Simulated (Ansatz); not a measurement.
## Barrier of one jump, O in C

The calculation used DFT PBE, scalar-relativistic, plane waves, PAW (Ansatz). (420 eV cutoff, 4×4×3 k-mesh, Gaussian smearing of 0.10 eV, no spin polarisation)

Host crystal, relaxed:

```xyz
4
Lattice="2.4665 0.0000 0.0000 -1.2333 2.1361 0.0000 0.0000 0.0000 8.4654" Properties=species:S:1:pos:R:3 pbc="T T T"
C     0.0000    0.0000    2.1164
C     0.0000    0.0000    6.3491
C     0.0000    1.4241    2.1164
C     1.2333    0.7120    6.3491
```

In a supercell of 28 host sites, interstitial O hops to an equivalent place, moving 0.67 Å between the relaxed ends. Climbing-image nudged elastic band at fixed cell with images 0 (start) to 6 (end), the path measured over all atoms, converged to 0.05 eV/Å; the order of the saddle wasn't checked, and the small cell leaves errors of about a tenth of an eV.

Supercell rows in host cell vectors: 3 1 0; -2 -3 0; 0 0 -1. O was set at (0.000, 0.333, 0.000) of the host cell.

At the relaxed start O has 2 C at 1.46 Å.

Q: How high is the barrier, and where does the atom pass?

A: 0.66 eV at image 3, where O has 1 C at 1.41 Å.

Cost: 1 run of about 54 core-minutes, on Intel Xeon Platinum 8488C (Sapphire Rapids) (shared hosts).